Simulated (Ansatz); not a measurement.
# CuO (P1) in Ansatz: settings compared

The runs below take CuO through density of states, band structure, with r2SCAN, PBE.

Everything below comes from runs of Ansatz 0.2.0. Logs are shortened: lines on timing, memory, paths and dates and some standing lists are left out, and cuts for length are marked.

## (1) The crystal as given

The typed cell holds 4 atoms: a = 2.993 Å, b = 2.993 Å, c = 5.184 Å, α = 73.22°, β = 73.22°, γ = 60.00°.

The cell comes from a database or a generator and needn't be the stable form of this composition.

## (2) Density of states, r2SCAN

File input.yaml:

```yaml
crystal:
  lattice:
    - [0.0, -2.11656, -2.11656]
    - [-2.11656, 0.0, -2.11656]
    - [2.11656, 2.11656, -4.23312]
  atoms:
    - { symbol: Cu, position: [0.50388754, 0.47698801, 0.4880064] }
    - { symbol: Cu, position: [0.00388754, 0.97698801, 0.9880064] }
    - { symbol: O, position: [0.74611246, 0.77301199, 0.7619936] }
    - { symbol: O, position: [0.24611246, 0.27301199, 0.2619936] }
hamiltonian:
  xc: r2scan
  pseudopotentials: { kind: paw }
kpoints:
  mp_grid: { grid: [10, 10, 6] }
scf:
  occupations: { method: fermi_dirac, width: 0.05 }
  n_extra_bands: 10
output:
  forces: true
  stress: true
  eigenvalues: true
  dos: { projected: false, de: 0.05, nscf_kmesh: { grid: [15, 15, 9] } }
```

Potentials or basis: Ansatz PAW.

The run is started by

```
ansatz run input.yaml --threads 2 --pin off --max-ram 5632MiB --backend cpu --events-out ev --progress --plain --runs-dir out
```

Standard output:

```text
Warning: RAYON_NUM_THREADS=2 ignored (pool sized by the plan → 2); use --threads N
scf.n_extra_bands = 10 over 25 filled bands (N_el = 50.0): the run solves 35 bands
Engine: ansatz 0.2.0, aarch64-unknown-linux-gnu
Pseudopotentials: kind: paw
Pseudopotential: Cu, paw, valence charge 19, recommended cutoff 500 eV (meta_gga), Cu.paw.azcp
Pseudopotential: O, paw, valence charge 6, recommended cutoff 500 eV (meta_gga), O.paw.azcp
Functional definition: r2SCAN
  parameter k0 = 0.174
  parameter k1 = 0.065
  parameter a1 = 4.9479
  exchange = r2scan_x(k0 = k0, k1 = k1, a1 = a1)
  correlation = r2scan_c
Crystal: 4 atoms, lattice volume = 37.927 Å³
Basis set: ecut = 500 eV, 1007 PW (Γ), exchange–correlation on 96×96×160 points (64 copies of the dense FFT grid, shifted against one another)
Bands: 35, of which v1, the nominal top of the filled ones, is band 25 counted from 1 (24 counted from 0)
Symmetry: 2 space group operations
Space group: P1 (ITA 1), of the structure as read, at distance tolerance 3.4e-5 Å
k-points: 304 of 600 (time reversal used)
Non-local potential: Cu, projectors of the file, l = 0: 3, l = 1: 2, l = 2: 3, l = 3: 1
Non-local potential: O, projectors of the file, l = 0: 2, l = 1: 2, l = 2: 1
PAW form: soft (Blöchl's): semilocal exchange-correlation on the pseudo side does not see the compensation charge
PAW frozen core: Cu, regenerated for the run's functional (the file was generated under x = pbe(κ = 0.804, μ = 0.2195149727645171), c = pbe(β = 0.06672455060314922))
PAW frozen core: O, regenerated for the run's functional (the file was generated under x = pbe(κ = 0.804, μ = 0.2195149727645171), c = pbe(β = 0.06672455060314922))
PAW one-centre angular grid: Cu, 590 points (default); XC on 160 Gauss nodes
PAW one-centre angular grid: O, 302 points (default); XC on 160 Gauss nodes
Initial density: superposition of atomic densities (neutral atoms: chi_scale 0, normalization atom), corrected by the library's trained network
Initial wavefunctions: pseudopotential atomic-orbital guess
Functional: x = r2scan, c = r2scan; τ floored in thin density (d = 2e-4 eV/Å³)
SCF iter   1: F=—  HF=-14396.463245 eV  |F-HF|=—  |Δ(HF+E_count)|=         —  Δρ=2.54e-2  dr2=1.23e-1  dr2_τ=6.91e-2  ethr=1.77e-3  ⟨swp⟩=5.4  Hψ=39517  notcnv=0  defer=183
preconditioner: auto → Kerker (q_TF=auto, 2.857 Å⁻¹)  [metal: Δε(μ)=0.003 eV  Ē_g=16.641 eV  σ=0.050 eV  W_gap=0.01  n_scr=16 (ndim 8)  ℏωp=35.2 eV  f_vac=0.000  D(μ)=3.02/eV (n_scr^D=28)]
SCF iter   2: F=—  HF=-14396.474303 eV  |F-HF|=—  |Δ(HF+E_count)|=   1.11e-2  Δρ=8.53e-3  dr2=2.68e-2  dr2_τ=2.40e-3  ethr=2.46e-4  ⟨swp⟩=3.0  Hψ=21706  notcnv=0  defer=662
SCF iter   3: F=—  HF=-14396.467740 eV  |F-HF|=—  |Δ(HF+E_count)|=   6.56e-3  Δρ=8.71e-3  dr2=1.56e-2  dr2_τ=9.43e-4  ethr=5.37e-5  ⟨swp⟩=2.4  Hψ=17569  notcnv=0  defer=662
SCF iter   4: F=—  HF=-14396.465757 eV  |F-HF|=—  |Δ(HF+E_count)|=   1.98e-3  Δρ=3.76e-3  dr2=3.49e-3  dr2_τ=1.28e-4  ethr=3.12e-5  ⟨swp⟩=1.0  Hψ=9978  notcnv=0  defer=662
SCF iter   5: F=—  HF=-14396.465026 eV  |F-HF|=—  |Δ(HF+E_count)|=   7.31e-4  Δρ=8.61e-4  dr2=2.37e-4  dr2_τ=1.42e-5  ethr=6.98e-6  ⟨swp⟩=3.0  Hψ=15946  notcnv=0  defer=662
SCF iter   6: F=—  HF=-14396.465082 eV  |F-HF|=—  |Δ(HF+E_count)|=   5.61e-5  Δρ=2.78e-4  dr2=3.26e-5  dr2_τ=9.18e-7  ethr=4.75e-7  ⟨swp⟩=2.8  Hψ=16209  notcnv=0  defer=662
SCF iter   7: F=—  HF=-14396.465078 eV  |F-HF|=—  |Δ(HF+E_count)|=   4.89e-6  Δρ=8.51e-5  dr2=1.79e-6  dr2_τ=1.42e-7  ethr=6.53e-8  ⟨swp⟩=2.1  Hψ=14050  notcnv=0  defer=662
SCF iter   8: F=-14396.465078 eV  HF=-14396.465078 eV  |F-HF|=2.40e-8  |Δ(HF+E_count)|=   9.23e-8  Δρ=1.88e-5  dr2=9.20e-8  dr2_τ=3.19e-9  ethr=2.00e-10  ⟨swp⟩=7.1  Hψ=47744  notcnv=0
SCF 1 converged in 8 iterations: F = -14396.465078 eV  dr2 = 9.20e-8
NSCF: frozen V_eff on 1013 k-points
SCF converged after 8 iterations
Free energy (F): -14396.465078 eV
Harris-Foulkes:  -14396.465078 eV  (|F-HF|=2.40e-8)
Internal energy: -14396.439470 eV  (E = F + TS)
E sigma→0 (E₀):  -14396.452274 eV
Entropy (-TS):   -0.025607 eV (-6.402 meV/atom)
Fermi energy:    12.953460 eV
--- Per-component energies (eV) ---
  E_band       = -851.845174
  E_kinetic    = 943.267680
  E_local      = -9241.090962  (includes V_loc(G=0)·N_el)
  E_nonlocal   = 897.675850
  E_hartree    = 4018.128673
  E_xc         = -310.774464
  E_vxc        = -453.732669  (∫ρ·V_xc dr)
  E_paw        = -3680.752177  (= ΣΔE_a)
  E_vpaw       = -1064.153697  (= ΣTr[D̂ρ^β])
  E_aug_tail   = 0.002315  (compensation charges beyond the density's cutoff)
  E_vtau       = 29.956846  (kinetic-family band-sum trace: ∫τ·v_τ [+ j·A + Jᵃ·Aᵃ] dr)
  E_ewald      = -7022.230289
  E_core_change = -0.666098  (= ΣΔE_core)
  E_smearing   = -0.025607  (= −TS)
  E_closure    = -0.000000  (closes the sum)
  Σ components = -14396.465078   (vs F -14396.465078, Δ=0.00e0)
--- Forces (eV/Å), atoms counted from 1 ---
  atom   1  Cu    -0.22324600     0.32101409    -1.14979667
  atom   2  Cu    -0.22324600     0.32101409    -1.14979667
  atom   3  O      0.22325330    -0.32101871     1.14980927
  atom   4  O      0.22325330    -0.32101871     1.14980927
  max |Σ_I F_I| component: 2.52e-5 eV/Å
--- Stress (GPa, compression-positive) ---
       -4.717531       0.214224      -0.652392
        0.214224      -3.953418       0.980967
       -0.652392       0.980969       2.755616
  P = ⅓ Tr σ = -1.9718 GPa (-19.718 kbar)
--- Band table (eV; the first three rows and the last of 304) ---
  k-point 0: bands = ["-103.0763", "-103.0751", "-58.9516", "-58.9447", "-58.9030", "-58.8930", "-58.8898", "-58.8872", "-7.8047", "-6.5938", "5.2426", "7.7040", "7.8744", "9.2970", "9.5355", "9.5651", "10.3346", "10.6244", "10.9022", "10.9384", "11.1911", "11.3033", "11.3680", "11.7552", "13.4935", "13.6583", "14.8016", "19.4086", "23.1374", "27.5402", "27.7510", "31.4433", "32.0279", "32.1107", "32.6134"]
  k-point 1: bands = ["-103.0762", "-103.0752", "-58.9511", "-58.9451", "-58.9023", "-58.8936", "-58.8897", "-58.8874", "-7.7337", "-6.6879", "5.4746", "7.7861", "7.9611", "8.8872", "9.3130", "9.5687", "10.3524", "10.5589", "10.8579", "10.8960", "10.9138", "11.2981", "11.6576", "11.9800", "13.4181", "13.5602", "15.3201", "19.2194", "23.3998", "27.7961", "27.9940", "29.7494", "31.6398", "31.9506", "33.4789"]
  k-point 2: bands = ["-103.0760", "-103.0754", "-58.9497", "-58.9463", "-58.9006", "-58.8955", "-58.8892", "-58.8879", "-7.5340", "-6.9333", "6.1208", "8.0259", "8.0545", "8.2171", "8.8673", "9.1544", "10.4358", "10.5392", "10.7384", "10.7839", "10.8353", "11.1319", "12.2152", "12.4228", "13.1749", "13.2874", "16.4298", "18.6108", "24.2404", "27.5572", "28.5285", "28.7051", "30.8571", "31.0646", "33.3094"]
  k-point 303: bands = ["-103.0749", "-103.0749", "-58.9554", "-58.9554", "-58.9010", "-58.9010", "-58.8914", "-58.8914", "-6.5432", "-6.5432", "6.2166", "6.2166", "7.6105", "7.6105", "8.3197", "8.3197", "10.5070", "10.5070", "10.9979", "10.9979", "11.2142", "11.2142", "12.2280", "12.2280", "12.5022", "12.5022", "20.6879", "20.6879", "23.2969", "23.2969", "25.3410", "25.3410", "29.0017", "29.0017", "32.4624"]
```

Wall time 89 s (2 threads of Arm Neoverse V1, shared host); peak memory 1 GiB.

What came out:

| Quantity | Value |
| --- | --- |
| Free energy | -14396.4651 eV |
| Pressure | -2.0 GPa |
| Largest force | 1.214 eV/Å |
| Band gap on the k mesh | none (metal or under the smearing width) |
| Density of states at the Fermi level | 3.20 states/eV per cell |

Forces on the atoms (eV/Å):
```
Cu  -0.223  0.321 -1.150
Cu  -0.223  0.321 -1.150
O    0.223 -0.321  1.150
O    0.223 -0.321  1.150
```

States per cell in windows of 0.5 eV (zero at the Fermi level; states under -8 eV left out):
| from (eV) | total |
| --- | --- |
| -8.0 | 0.10 |
| -7.5 | 0.58 |
| -7.0 | 1.75 |
| -6.5 | 1.15 |
| -6.0 | 1.06 |
| -5.5 | 3.06 |
| -5.0 | 2.66 |
| -4.5 | 1.32 |
| -4.0 | 0.30 |
| -3.5 | 0.04 |
| -3.0 | 1.49 |
| -2.5 | 5.84 |
| -2.0 | 4.90 |
| -1.5 | 2.11 |
| -1.0 | 1.95 |
| -0.5 | 1.79 |
| 0.0 | 1.73 |
| 0.5 | 0.16 |
| 1.0 | 0.00 |
| 1.5 | 0.00 |
| 2.0 | 0.02 |
| 2.5 | 0.03 |
| 3.0 | 0.05 |
| 3.5 | 0.07 |
| 4.0 | 0.09 |
| 4.5 | 0.12 |
| 5.0 | 0.17 |
| 5.5 | 0.22 |
| 6.0 | 0.42 |
| 6.5 | 0.66 |
| 7.0 | 0.64 |
| 7.5 | 0.60 |

Caveat: the run has no spin polarisation, though such a crystal can be magnetic; semilocal functionals often make such compounds metallic where correlation or magnetic order opens a gap, which also shifts bond lengths; the PAW data sets come from PBE, with cores solved anew for the run's functional, which leaves a small shift of forces and pressure; forces of over 1 eV/Å show positions far from the minimum, so gaps and moduli don't describe the material at rest. With open d or f shells a metallic result of r2SCAN can be an artefact of self-interaction; +U or a hybrid may open a gap.

## (3) Band structure, PBE

input.yaml: that of step 2 with these lines changed.

```diff
@@ -11,6 +11,13 @@
 hamiltonian:
-  xc: r2scan
-  pseudopotentials: { kind: paw }
+  xc: pbe
+  pseudopotentials: { kind: nc, accuracy: standard }
 kpoints:
   mp_grid: { grid: [10, 10, 6] }
+  band_path:
+    path:
+      - [[0.0, 0.0, 0.0], [0.0, -0.5, 0.0], [0.375, -0.3125, 0.1875]]
+      - [[0.3125, -0.3125, 0.5], [0.0, 0.0, 0.5], [0.0, 0.0, 0.0], [0.34375, -0.34375, 0.0]]
+      - [[0.34375, -0.3125, 0.34375], [0.5, 0.0, 0.5], [0.46875, 0.0, 0.65625], [0.0, 0.0, 0.5]]
+      - [[0.0, -0.5, 0.0], [0.0, -0.46875, 0.34375]]
+    npoints: 14
 scf:
@@ -22,2 +29,2 @@
   eigenvalues: true
-  dos: { projected: false, de: 0.05, nscf_kmesh: { grid: [15, 15, 9] } }
+  fatbands: false
```

Potentials or basis: PseudoDojo standard (PBE files).

The run is started by

```
ansatz run input.yaml --threads 2 --pin off --max-ram 5632MiB --backend cpu --events-out ev --progress --plain --runs-dir out
```

It took 90 s on 2 threads of Arm Neoverse V1, shared host; peak memory 1.1 GiB.

The run converged. Its results:

| Property | Result |
| --- | --- |
| Free energy | -11216.1937 eV |
| Pressure | 5.4 GPa |
| Largest force | 1.192 eV/Å |
| Band gap on the k mesh | none (metal or under the smearing width) |

Forces on the atoms (eV/Å):
```
Cu  -0.217  0.310 -1.130
Cu  -0.217  0.310 -1.130
O    0.217 -0.310  1.130
O    0.217 -0.310  1.130
```

Stress tensor (GPa, compression positive):
```
 2.54  0.22 -0.66
 0.22  3.28  1.01
-0.66  1.01 10.47
```

Levels at the corners of the path, in eV from the Fermi level:
```tsv
point	band 23	band 24	band 25	band 26	band 27	band 28
Γ	-1.40	-1.18	0.53	0.69	1.33	5.82
L	-0.60	-0.60	-0.29	-0.29	7.08	7.08
B1	-0.99	-0.95	-0.20	-0.10	7.80	7.90
B	-1.04	-0.97	-0.09	-0.08	7.83	7.84
Z	-0.17	-0.17	-0.06	-0.06	4.10	4.10
Γ	-1.40	-1.18	0.53	0.69	1.33	5.82
X	-1.11	-0.87	-0.17	-0.09	7.83	8.07
Q	-1.16	-0.95	-0.13	-0.06	7.74	8.26
F	-1.46	-1.43	0.46	0.60	5.48	5.86
P1	-1.45	-1.28	0.22	0.45	5.73	6.35
Z	-0.17	-0.17	-0.06	-0.06	4.10	4.10
L	-0.60	-0.60	-0.29	-0.29	7.08	7.08
P	-1.38	-1.30	0.37	0.63	5.74	6.26
```

Caveat: the run has no spin polarisation, though such a crystal can be magnetic; semilocal functionals often make such compounds metallic where correlation or magnetic order opens a gap, which also shifts bond lengths; forces of over 1 eV/Å show positions far from the minimum, so gaps and moduli don't describe the material at rest. With open d or f shells a metallic result of PBE can be an artefact of self-interaction; +U or a hybrid may open a gap.
